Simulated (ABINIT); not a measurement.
# GaN (F-43m) in ABINIT: further runs

One crystal, GaN, is run at these levels: PBEsol; tasks: single point.

Program: ABINIT 10.8.3 (patched build). These are calculated values, not measurements. Logs are shortened: lines on timing, memory, paths and dates and some standing lists are left out, and cuts for length are marked. The log counts tension as positive stress, the text compression.

**What was measured.**

A printed reference work, textbook reports, for a bulk crystal of GaN at 0 K: band gap 3.299 eV (direct).

The results are compared with them further down.

**1. The structure**

The structure is cubic, space group F-43m (No. 216). Conventional cell: a = 4.507 Å, b = 4.507 Å, c = 4.507 Å, α = 90.00°, β = 90.00°, γ = 90.00°. Ga (site symmetry -43m) has 4 N at 1.95 Å as nearest neighbours. N (site symmetry -43m) is surrounded by 4 Ga at 1.95 Å.

The cell is a database's computed one.

**2. Single point, PBEsol**

Input file run.abi:

```
# Pseudopotentials
pp_dirpath "./"
pseudos "Ga.upf, N.upf"

# Structure
acell 3*1.0
rprim
     0.0000000000     4.2584989699     4.2584989699
     4.2584989699     0.0000000000     4.2584989699
     4.2584989699     4.2584989699     0.0000000000
ntypat 2
znucl 31 7
natom 2
typat 1 2
xcart
     0.0000000000     0.0000000000     0.0000000000
     2.1292494849     2.1292494849     2.1292494849

# Plane-wave basis
ecut 36.0

# k points
kptopt 1
ngkpt 8 8 8
nshiftk 1
shiftk 0.0 0.0 0.0

# Exchange and correlation
ixc -116133

# Bands and occupations
nband 13
occopt 3
tsmear 0.00183747

# SCF cycle
nstep 100
tolvrs 1.0e-10

# Output
iomode 3
prtwf 0
prtden 0
prteig 0
prtebands 0
enunit 1
```

Potentials or basis: PseudoDojo NC SR PBEsol v0.4.1 standard.

Started as:

```sh
$ abinit run.abi > log 2>&1
```

run.abo:

```text
.Version 10.8.3 of ABINIT
 Symmetries : space group F-4 3 m (#216); Bravais cF (face-center cubic)
================================================================================
 Values of the parameters that define the memory need of the present run
     intxc =       0    ionmov =       0      iscf =       7    lmnmax =       6
     lnmax =       6     mgfft =      36  mpssoang =       3    mqgrid =    3001
     natom =       2  nloc_mem =       1    nspden =       1   nspinor =       1
    nsppol =       1      nsym =      24    n1xccc =    2501    ntypat =       2
    occopt =       3   xclevel =       2
       mpw =        1612          nfft =       46656          nkpt =          29
================================================================================
================================================================================

--------------------------------------------------------------------------------
------------- Echo of variables that govern the present computation ------------
--------------------------------------------------------------------------------
 -outvars: echo values of preprocessed input variables --------
            acell      1.0000000000E+00  1.0000000000E+00  1.0000000000E+00 Bohr
              amu      6.97230000E+01  1.40067400E+01
             ecut      3.60000000E+01 Hartree
           enunit           1
              ixc     -116133
         kptrlatt        8    0    0      0    8    0      0    0    8
          kptrlen      4.81794160E+01
            natom           2
            nband          13
            ngfft          36      36      36
             nkpt          29
            nstep         100
             nsym          24
           ntypat           2
           occopt           3
           prtden           0
        prtebands           0
           prteig           0
            prtwf           0
            rprim      0.0000000000E+00  4.2584989699E+00  4.2584989699E+00
                       4.2584989699E+00  0.0000000000E+00  4.2584989699E+00
                       4.2584989699E+00  4.2584989699E+00  0.0000000000E+00
          spgroup         216
           tolvrs      1.00000000E-10
           tsmear      1.83747000E-03 Hartree
            typat      1  2
           xangst      0.0000000000E+00  0.0000000000E+00  0.0000000000E+00
                       1.1267503030E+00  1.1267503030E+00  1.1267503030E+00
            xcart      0.0000000000E+00  0.0000000000E+00  0.0000000000E+00
                       2.1292494849E+00  2.1292494849E+00  2.1292494849E+00
             xred      0.0000000000E+00  0.0000000000E+00  0.0000000000E+00
                       2.5000000000E-01  2.5000000000E-01  2.5000000000E-01
            znucl       31.00000    7.00000

================================================================================

 chkinp: Checking input parameters for consistency.

================================================================================
== DATASET  1 ==================================================================

--- !DatasetInfo
iteration_state: {dtset: 1, }
dimensions: {natom: 2, nkpt: 29, mband: 13, nsppol: 1, nspinor: 1, nspden: 1, mpw: 1612, }
cutoff_energies: {ecut:  36.0, pawecutdg:  -1.0, }
electrons: {nelect:   1.80000000E+01, charge:   0.00000000E+00, occopt:   3.00000000E+00, tsmear:   1.83747000E-03, }
meta: {optdriver: 0, ionmov: 0, optcell: 0, iscf: 7, paral_kgb: 0, }
...

 Real(R)+Recip(G) space primitive vectors, cartesian coordinates (Bohr,Bohr^-1):
 R(1)=  0.0000000  4.2584990  4.2584990  G(1)= -0.1174123  0.1174123  0.1174123
 R(2)=  4.2584990  0.0000000  4.2584990  G(2)=  0.1174123 -0.1174123  0.1174123
 R(3)=  4.2584990  4.2584990  0.0000000  G(3)=  0.1174123  0.1174123 -0.1174123
 Unit cell volume ucvol=  1.5445417E+02 bohr^3
 Angles (23,13,12)=  6.00000000E+01  6.00000000E+01  6.00000000E+01 degrees

 getcut: wavevector=  0.0000  0.0000  0.0000  ngfft=  36  36  36
         ecut(hartree)=     36.000   => boxcut(ratio)=   2.21317

 getcut : COMMENT -
  Note that boxcut > 2.2 ; recall that boxcut=Gcut(box)/Gcut(sphere) = 2
  is sufficient for exact treatment of convolution.
  Such a large boxcut is a waste : you could raise ecut
  e.g. ecut=   44.083054 Hartrees makes boxcut=2

--- Pseudopotential description ------------------------------------------------
- pspini: atom type   1  psp file is ./Ga.upf
12 -116133 2 -1 1902                          pspcod,pspxc,lmax,lloc,mmax
     nproj     2     2     2

- pspini: atom type   2  psp file is ./N.upf
12 -116133 1 -1 1058                          pspcod,pspxc,lmax,lloc,mmax
     nproj     2     2     0

   5.35945940E+02                                ecore*ucvol(ha*bohr**3)
--------------------------------------------------------------------------------

================================================================================

--- !BeginCycle
iteration_state: {dtset: 1, }
solver: {iscf: 7, nstep: 100, nline: 4, wfoptalg: 0, }
tolerances: {tolvrs: 1.00E-10, }
...

     iter   Etot(hartree)      deltaE(h)  residm     vres2
 ETOT  1  -86.079104552583    -8.608E+01 5.428E-01 6.550E+02
 ETOT  2  -86.593455705529    -5.144E-01 8.865E-02 6.508E+02
 ETOT  3  -86.729164412020    -1.357E-01 3.093E-02 1.380E+00
 ETOT  4  -86.729513344542    -3.489E-04 8.895E-03 6.302E-02
 ETOT  5  -86.729527740485    -1.440E-05 2.567E-03 5.642E-03
 ETOT  6  -86.729529103168    -1.363E-06 2.811E-03 1.980E-04
 ETOT  7  -86.729529116869    -1.370E-08 7.666E-04 1.276E-05
 ETOT  8  -86.729529119612    -2.743E-09 9.141E-04 1.934E-07
 ETOT  9  -86.729529119634    -2.204E-11 1.914E-04 1.710E-08
 ETOT 10  -86.729529119640    -5.755E-12 2.212E-04 4.803E-11

 At SCF step   10       vres2   =  4.80E-11 < tolvrs=  1.00E-10 =>converged.

 Cartesian components of stress tensor (hartree/bohr^3)
  sigma(1 1)=  1.02019180E-04  sigma(3 2)=  0.00000000E+00
  sigma(2 2)=  1.02019180E-04  sigma(3 1)=  0.00000000E+00
  sigma(3 3)=  1.02019180E-04  sigma(2 1)=  0.00000000E+00

--- !ResultsGS
iteration_state: {dtset: 1, }
comment   : Summary of ground state results
lattice_vectors:
- [  0.0000000,   4.2584990,   4.2584990, ]
- [  4.2584990,   0.0000000,   4.2584990, ]
- [  4.2584990,   4.2584990,   0.0000000, ]
lattice_lengths: [   6.02243,    6.02243,    6.02243, ]
lattice_angles: [ 60.000,  60.000,  60.000, ] # degrees, (23, 13, 12)
lattice_volume:   1.5445417E+02
convergence: {deltae: -5.755E-12, res2:  4.803E-11, residm:  2.212E-04, diffor: null, }
etotal    :  -8.67295291E+01
entropy   :   0.00000000E+00
fermie    :   2.24032629E-01
cartesian_stress_tensor: # hartree/bohr^3
- [  1.02019180E-04,   0.00000000E+00,   0.00000000E+00, ]
- [  0.00000000E+00,   1.02019180E-04,   0.00000000E+00, ]
- [  0.00000000E+00,   0.00000000E+00,   1.02019180E-04, ]
pressure_GPa:  -3.0015E+00
xred      :
- [  0.0000E+00,   0.0000E+00,   0.0000E+00, Ga]
- [  2.5000E-01,   2.5000E-01,   2.5000E-01,  N]
cartesian_forces: # hartree/bohr
- [ -3.16149568E-29,  -3.16149568E-29,   9.48448705E-29, ]
- [  3.16149568E-29,   3.16149568E-29,  -9.48448705E-29, ]
force_length_stats: {min:   1.04854950E-28, max:   1.04854950E-28, mean:   1.04854950E-28, }
...

 Integrated electronic density in atomic spheres:
 ------------------------------------------------
 Atom  Sphere_radius  Integrated_density
    1        2.00000         10.88337797
    2        2.00000          5.20349864
================================================================================

 ----iterations are completed or convergence reached----

 Mean square residual over all n,k,spin=   86.632E-08; max=  22.119E-05
 reduced coordinates (array xred) for    2 atoms
       0.000000000000      0.000000000000      0.000000000000
       0.250000000000      0.250000000000      0.250000000000
 rms dE/dt=  8.5149E-28; max dE/dt=  1.0771E-27; dE/dt below (all hartree)
    1       0.000000000000      0.000000000000     -0.000000000000
    2       0.000000000000      0.000000000000     -0.000000000000

 cartesian coordinates (angstrom) at end:
    1      0.00000000000000     0.00000000000000     0.00000000000000
    2      1.12675030299809     1.12675030299809     1.12675030299809

 cartesian forces (hartree/bohr) at end:
    1     -0.00000000000000    -0.00000000000000     0.00000000000000
    2      0.00000000000000     0.00000000000000    -0.00000000000000
 frms,max,avg= 6.0538033E-29 9.4844871E-29   0.000E+00  0.000E+00  0.000E+00 h/b

 cartesian forces (eV/Angstrom) at end:
    1     -0.00000000000000    -0.00000000000000     0.00000000000000
    2      0.00000000000000     0.00000000000000    -0.00000000000000
 frms,max,avg= 3.1129908E-27 4.8771193E-27   0.000E+00  0.000E+00  0.000E+00 e/A
 length scales=  1.000000000000  1.000000000000  1.000000000000 bohr
              =  0.529177210544  0.529177210544  0.529177210544 angstroms
 Fermi (or HOMO) energy (eV) =   6.09624   Average Vxc (eV)= -11.97732
 Eigenvalues (   eV  ) for nkpt=  29  k points:
 kpt#   1, nband= 13, wtk=  0.00195, kpt=  0.0000  0.0000  0.0000 (reduced coord)
 -10.69497   -8.33794   -8.33794   -8.33794   -8.02556   -8.02556    5.21037    5.21037
   5.21037    6.91534   15.45671   15.45671   15.45671
 prteigrs : prtvol=0 or 1, do not print more k-points.

--- !EnergyTerms
iteration_state     : {dtset: 1, }
comment             : Components of total free energy in Hartree
kinetic             :  7.00080527114256E+01
hartree             :  2.17794504961920E+01
xc                  : -2.37938706893516E+01
Ewald energy        : -5.83371585566602E+01
psp_core            :  3.46993508229803E+00
local_psp           : -6.05627630874164E+01
non_local_psp       : -3.92931750761073E+01
internal            : -8.67295291196198E+01
'-kT*entropy'       : -2.03108864629558E-11
total_energy        : -8.67295291196401E+01
total_energy_eV     : -2.36003071580658E+03
band_energy         : -3.16878756800065E+00
...

 Cartesian components of stress tensor (hartree/bohr^3)
  sigma(1 1)=  1.02019180E-04  sigma(3 2)=  0.00000000E+00
  sigma(2 2)=  1.02019180E-04  sigma(3 1)=  0.00000000E+00
  sigma(3 3)=  1.02019180E-04  sigma(2 1)=  0.00000000E+00

-Cartesian components of stress tensor (GPa)         [Pressure= -3.0015E+00 GPa]
- sigma(1 1)=  3.00150790E+00  sigma(3 2)=  0.00000000E+00
- sigma(2 2)=  3.00150790E+00  sigma(3 1)=  0.00000000E+00
- sigma(3 3)=  3.00150790E+00  sigma(2 1)=  0.00000000E+00

== END DATASET(S) ==============================================================
================================================================================

 -outvars: echo values of variables after computation  --------
            acell      1.0000000000E+00  1.0000000000E+00  1.0000000000E+00 Bohr
           etotal     -8.6729529120E+01
            fcart     -3.1614956845E-29 -3.1614956845E-29  9.4844870535E-29
                       3.1614956845E-29  3.1614956845E-29 -9.4844870535E-29
            rprim      0.0000000000E+00  4.2584989699E+00  4.2584989699E+00
                       4.2584989699E+00  0.0000000000E+00  4.2584989699E+00
                       4.2584989699E+00  4.2584989699E+00  0.0000000000E+00
           strten      1.0201918007E-04  1.0201918007E-04  1.0201918007E-04
                       0.0000000000E+00  0.0000000000E+00  0.0000000000E+00
           xangst      0.0000000000E+00  0.0000000000E+00  0.0000000000E+00
                       1.1267503030E+00  1.1267503030E+00  1.1267503030E+00
             xred      0.0000000000E+00  0.0000000000E+00  0.0000000000E+00
                       2.5000000000E-01  2.5000000000E-01  2.5000000000E-01
 Calculation completed.
```

It took 20 s on 1 thread of Intel Xeon Platinum 8488C (Sapphire Rapids), shared host; peak memory 0.07 GiB.

What came out:

```
Free energy                                           : -2360.0307 eV
Pressure                                              : -3.0 GPa
Band gap on the k mesh                                : 1.70 eV, direct
Valence electrons inside the program's atomic spheres : Ga 10.88; N 5.20
```

**3. Single point, PBEsol**

Input file run.abi:

```
# Pseudopotentials
pp_dirpath "./"
pseudos "Ga.upf, N.upf"

# Structure
acell 3*1.0 Angstrom
rprim
     0.0000000000     2.2535006075     2.2535006075
     2.2535006075     0.0000000000     2.2535006075
     2.2535006075     2.2535006075     0.0000000000
ntypat 2
znucl 31 7
natom 2
typat 1 2
xred
     0.0000000000     0.0000000000     0.0000000000
     0.2500000000     0.2500000000     0.2500000000

# Plane-wave basis
ecut 979.609905 eV

# k points
kptopt 1
ngkpt 8 8 8
nshiftk 1
shiftk 0.0 0.0 0.0

# Exchange and correlation
ixc -116133

# Bands and occupations
nband 13
occopt 3
tsmear 0.00183747

# SCF cycle
nstep 100
tolvrs 1.0e-10

# Output
iomode 3
prtwf 0
prteig 0
prtebands 0
enunit 1
prtden 1
prtvha 1
prtvclmb 1
prtpot 1
prtelf 1
```

Potentials or basis: PseudoDojo NC SR PBEsol v0.4.1 standard.

Started as:

```sh
$ abinit run.abi > log 2>&1
```

It took 22 s on 1 thread of Arm Neoverse V1, shared host; peak memory 0.07 GiB.

The run converged. Its results:

* Free energy: -2360.0307 eV
* Pressure: -3.0 GPa
* Band gap on the k mesh: 1.70 eV, direct
* Valence electrons inside the program's atomic spheres: Ga 10.88; N 5.20

Levels at points of the mesh, in eV from the valence-band top:
```csv
k point,band 7,band 8,band 9,band 10,band 11,band 12
"(0.00, 0.00, 0.00)",0.00,0.00,0.00,1.70,10.25,10.25
"(0.50, 0.00, 0.00)",-7.10,-0.97,-0.97,4.59,8.64,10.29
"(0.50, 0.50, 0.00)",-6.17,-2.72,-2.72,3.25,6.58,11.58
```

**4. Against experiment**

Step 2. A measured gap of GaN is 3.299 eV (direct; 0 K; a printed reference work, textbook); the calculated 1.70 eV misses it by -1.59 eV. Spin-orbit coupling on Ga is left out. The value is that of PBEsol, without temperature or zero-point motion. Semilocal functionals fall short of measured gaps as a rule. The cell is a database's relaxed one, not the measured one, which moves gaps too.

Step 3. A measured gap of GaN is 3.299 eV (direct; 0 K; a printed reference work, textbook); the calculated 1.70 eV misses it by -1.59 eV. Spin-orbit coupling on Ga is left out. The value is that of PBEsol, without temperature or zero-point motion. Semilocal functionals fall short of measured gaps as a rule. The cell is a database's relaxed one, not the measured one, which moves gaps too.
